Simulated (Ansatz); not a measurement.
AlN: the gap under strain, fitted and tested

Plane-wave DFT in Ansatz, PBE, scalar-relativistic PAW potentials, cutoff 420 eV, no spin-orbit coupling; no spin polarisation. AlN in space group P6_3mc. Biaxial strain in the a-b plane; c and atoms relaxed (conventional cell); Kohn–Sham gaps sought over the whole zone.

| strain (%) | space group | gap (eV) |
| --- | --- | --- |
| -4.5 | P6_3mc | ? |
| -3.0 | P6_3mc | 4.410 |
| -1.5 | P6_3mc | 4.333 |
| +0.0 | P6_3mc | 4.034 |
| +1.5 | P6_3mc | 3.735 |
| +3.0 | P6_3mc | 3.445 |
| +4.5 | P6_3mc | 3.168 |

Task: Fit the given gaps and predict the missing one.

Result: Next to zero the slopes are -199 meV per % on the compressed side and -199 on the stretched side. No break shows at zero, so all given rows go into a parabola: E_g = 4.031 -0.1632 ε -0.00765 ε² eV (ε in %; scatter 41 meV). At -4.5 % this gives 4.610 eV; the run gave 4.438 eV, 172 meV away. The fit is poor: the slope drops sharply between -3.0 and -1.5 %, the mark of another band or valley taking over an edge, which one smooth curve can't follow.

Cost: about 3.4 core-minutes for the runs cited, on Arm Neoverse V1 (shared hosts).